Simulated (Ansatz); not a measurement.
# Relaxing nickel (A15)

Level of theory: DFT, RPBE, plane waves (420 eV) with PAW, scalar-relativistic (Ansatz 0.2.0). (PAW data from PBE, frozen cores regenerated.)

k-point mesh 6×6×6, Fermi-Dirac smearing 0.1 eV, no spin polarisation. Cell and atoms relax.

Starting structure:

```yaml
crystal:
  lattice:
    - [4.4398105893, 0.0, 0.0]
    - [0.0, 4.4398105893, 0.0]
    - [0.0, 0.0, 4.4398105893]
  atoms:
    - { symbol: Ni, position: [0.0, 0.0, 0.0] }
    - { symbol: Ni, position: [0.5, 0.5, 0.5] }
    - { symbol: Ni, position: [0.25, 0.0, 0.5] }
    - { symbol: Ni, position: [0.75, 0.0, 0.5] }
    - { symbol: Ni, position: [0.5, 0.25, 0.0] }
    - { symbol: Ni, position: [0.5, 0.75, 0.0] }
    - { symbol: Ni, position: [0.0, 0.5, 0.25] }
    - { symbol: Ni, position: [0.0, 0.5, 0.75] }
hamiltonian:
  xc: rpbe
  pseudopotentials:
    kind: paw
    azcp:
      Ni: "pseudopotentials/Ni.paw.azcp"
basis:
  ecutwfc: 420
  fft_grid_basis: typed
kpoints:
  mp_grid: { grid: [6, 6, 6], shift: [0, 0, 0] }
magnetization:
  spin_polarized: false
scf:
  occupations: { method: fermi_dirac, width: 0.1 }
relax:
  max_steps: 60
  f_tol: 0.01
  cell: {}
```

Q: The pressure at the start is 8.4 GPa. By how much does the volume change?

A: From 10.94 to 11.43 Å³ per atom, 4.5 %. The final cell has a = 4.505 Å.

Q: How much energy does the relaxation gain?

A: 12.3 meV per atom.

Path of the relaxation (the plane waves are chosen anew near the end, which can shift the energy a little):

```tsv
step	E − E(final) (meV/atom)	V (Å³/atom)	P (GPa)	max force (eV/Å)
0	12.26	10.940	8.38	0.000
1	3.03	11.185	3.94	0.000
2	0.21	11.412	0.30	0.000
3	0.20	11.432	0.00	0.000
4	0.00	11.432	-0.04	0.000
```

Spin polarisation is off here; a magnetic state may lie lower.
